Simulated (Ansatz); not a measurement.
We consider LaAlO₃ (R-3c, No. 167; start mp-2920; cell taken from a computed entry), described by PBEsol (Ansatz, a first-principles code, PAW).

Numerical settings: plane-wave cutoff 520 eV, 8×8×8 k mesh, Fermi–Dirac smearing 0.01 eV, scalar-relativistic PAW data made under PBE.

Cell (relaxed with PBEsol):

Space group R-3c, hexagonal axes (No. 167); a = 5.3533 Å, b = 5.3533 Å, c = 13.0486 Å, α = 90.00°, β = 90.00°, γ = 120.00°

```
atom  site  symmetry       x       y       z
----  ----  --------  ------  ------  ------
La      6a        32  0.0000  0.0000  0.2500
Al      6b       -3.  0.0000  0.0000  0.0000
O      18e        .2  0.5359  0.5359  0.2500
```
(The calculation used a cell of 10 atoms; values per cell refer to that cell.)

Question: Give the computed band gap and smallest direct gap on the k points sampled.

Answer: 
band gap: 3.94 eV
smallest direct gap on the k points sampled: 3.96 eV

Note: this cell isn't known to be the ambient phase, and symmetry holds it in the calculation.

Spin–orbit coupling is not included.

Computed values are for the static lattice.

It cost roughly 70 core-seconds of CPU time.

A start named mp-… is a Materials Project structure, which need not be a measured phase.
